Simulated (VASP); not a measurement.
# SnO2 in VASP: relaxing the cell with several functionals

Aim: the equilibrium cell of fluorite SnO2 with PBEsol and LDA. The results are then set beside those of Ansatz 0.2.0 from the same starts. This is a trial cell built on a prototype, not taken from a measured structure, and it needn't be the compound's ground state.

Code: VASP 6.6.1. PAW datasets, plane waves, zero pressure. No spin polarisation and no zero-point or thermal motion; the cell was built from a prototype and may be hypothetical.

## (1) The system as given

The cell comes from an earlier relaxation with PBE in another program.

Space group Fm-3m (No. 225), cubic; a = 5.144 Å in the conventional setting, 11.34 Å³ an atom. Sn has 8 O at 2.23 Å; O has 4 Sn at 2.23 Å.

Coordinates:

```cif
data_structure
_symmetry_space_group_name_H-M 'Fm-3m'
_symmetry_Int_Tables_number 225
_cell_length_a 5.1441
_cell_length_b 5.1441
_cell_length_c 5.1441
_cell_angle_alpha 90.000
_cell_angle_beta 90.000
_cell_angle_gamma 90.000
_cell_volume 136.12
loop_
_atom_site_label
_atom_site_type_symbol
_atom_site_symmetry_multiplicity
_atom_site_Wyckoff_symbol
_atom_site_fract_x
_atom_site_fract_y
_atom_site_fract_z
_atom_site_occupancy
Sn1 Sn 4 a 0.00000 0.00000 0.00000 1
O1 O 8 c 0.25000 0.75000 0.75000 1
```

## (2) PBEsol: cell and atoms

Contents of INCAR:

```
ENCUT = 600.000000
SIGMA = 0.020000
EDIFF = 1.00e-07
EDIFFG = -5.00e-03
GGA = PS
PREC = Accurate
IBRION = 2
ISIF = 3
ISMEAR = -1
NBANDS = 20
NELM = 120
NSW = 40
LASPH = .TRUE.
LCHARG = .FALSE.
LWAVE = .FALSE.
LREAL = .FALSE.
```

Contents of KPOINTS:

```
KPOINTS created by Atomic Simulation Environment
0
Gamma
8 8 8
0 0 0
```

Contents of POSCAR:

```
Sn O
 1.0000000000000000
     0.0000000000000000    2.5720474696209479    2.5720474696209479
     2.5720474696209479   -0.0000000000000000    2.5720474696209479
     2.5720474696209479    2.5720474696209479   -0.0000000000000000
 Sn  O
   1   2
Cartesian
  0.0000000000000000 -0.0000000000000000 -0.0000000000000000
  1.2860237348104737  1.2860237348104737  1.2860237348104737
  3.8580712044314218  3.8580712044314218  3.8580712044314218
```

Potentials: the recommended PBE PAW datasets, 26 valence electrons in the neutral cell.

Started as:

```bash
> mpirun -np 1 vasp_std
```

## (3) Relaxation with LDA

INCAR, as its differences from that of step 2:

```diff
@@ -4,3 +4,3 @@
 EDIFFG = -5.00e-03
-GGA = PS
+GGA = CA
 PREC = Accurate
```

KPOINTS is that of step 2.

POSCAR is that of step 2.

The run uses the recommended LDA PAW datasets (26 valence electrons a neutral cell).

**Question.** What will these runs give? Wanted: for each run, a; volume; space group; Ansatz: volume.

The runs gave:

| level | a (Å) | volume (Å³/atom) | space group | Ansatz: volume (Å³/atom) |
| --- | --- | --- | --- | --- |
| PBEsol | 5.089 | 10.980 | Fm-3m | 10.953 |
| LDA | 5.045 | 10.700 | Fm-3m | 10.668 |

**Reading.** The PBEsol run changed the volume by -3.2 % from its own start of 11.34 Å³/atom. LDA gives the smallest cell and PBEsol the largest, 2.6 % apart in volume. The two programs differ by at most 0.30 % in volume, much less than the spread of the functionals. Datasets and cutoffs are each program's own. LDA means the Perdew–Zunger form in VASP and the Perdew–Wang form in Ansatz.
